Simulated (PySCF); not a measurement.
Molecule: `CC(=O)O`, C$_{2}$H$_{4}$O$_{2}$.

Atom-mapped SMILES (the numbers label the heavy atoms): `[CH3:1][C:2](=[O:3])[OH:4]`. Each H is labelled by its parent atom.

Geometry PBE0-D3(BJ)/def2-SVP throughout; GIAO in PySCF 2.14.0 with density-fitted response routines, gas phase, one conformer, non-relativistic; equivalent atoms averaged; functional PBE0.

(1) How do the shifts δ (against TMS, H2O at the same level) depend on the basis set? (ppm; last column core-seconds on shared hosts with different chips, so compare them loosely)

(2) Which nucleus moves most, in ppm?

(3) Taking the largest basis, pcSseg-2 (200 functions), as the yardstick, rank the others by their worst heavy-atom deviation.

Answers

(1) 
```
    basis set  functions     C2    C1     O3     O4  H(O4)  H(C1)  core-s
       STO-3G         24  115.3  20.7  402.5  128.8   5.36   1.91     0.9
        6-31G         44  165.0  21.0  424.4  190.5   5.18   2.16     1.8
     pcSseg-0         44  185.6  23.7  491.3  220.2   4.84   2.46     3.6
       6-31G*         64  158.0  18.8  392.4  180.2   5.09   1.83     2.4
     def2-SVP         76  163.7  17.6  420.1  196.3   5.00   1.76     2.7
      cc-pVDZ         76  164.0  18.9  421.7  197.3   4.82   1.75     6.1
     pcSseg-1         88  173.4  20.1  452.9  215.8   5.54   2.00     4.7
  aug-cc-pVDZ        128  168.1  18.6  403.4  195.1   5.52   2.02      11
6-311+G(2d,p)        132  172.7  18.9  422.3  204.6   5.31   1.94     5.2
    def2-TZVP        148  174.1  19.3  433.3  210.0   5.33   1.90     6.5
      cc-pVTZ        176  172.6  19.0  434.8  209.3   5.52   1.92      17
     IGLO-III        180  177.4  19.8  434.6  210.3   5.56   1.97      16
     pcSseg-2        200  179.1  20.1  438.8  210.7   5.74   1.96      22
```

(2) O3 (carbonyl oxygen): from 392.4 ppm with 6-31G* to 491.3 ppm with pcSseg-0. The smallest spread is 0.71 ppm, at H(C1). Proton shifts span only some 12 ppm, so a few tenths of a ppm matter as much there as several ppm in carbon.

(3) IGLO-III 4.2 ppm (180 functions), def2-TZVP 5.5 ppm (148 functions), cc-pVTZ 6.5 ppm (176 functions), pcSseg-1 14.1 ppm (88 functions), 6-311+G(2d,p) 16.5 ppm (132 functions), cc-pVDZ 17.1 ppm (76 functions), def2-SVP 18.7 ppm (76 functions), 6-31G 20.2 ppm (44 functions), aug-cc-pVDZ 35.4 ppm (128 functions), 6-31G* 46.3 ppm (64 functions), pcSseg-0 52.6 ppm (44 functions), STO-3G 81.9 ppm (24 functions).

A small basis that lands close on one nucleus may do so by chance; judge by the trend and by all nuclei.
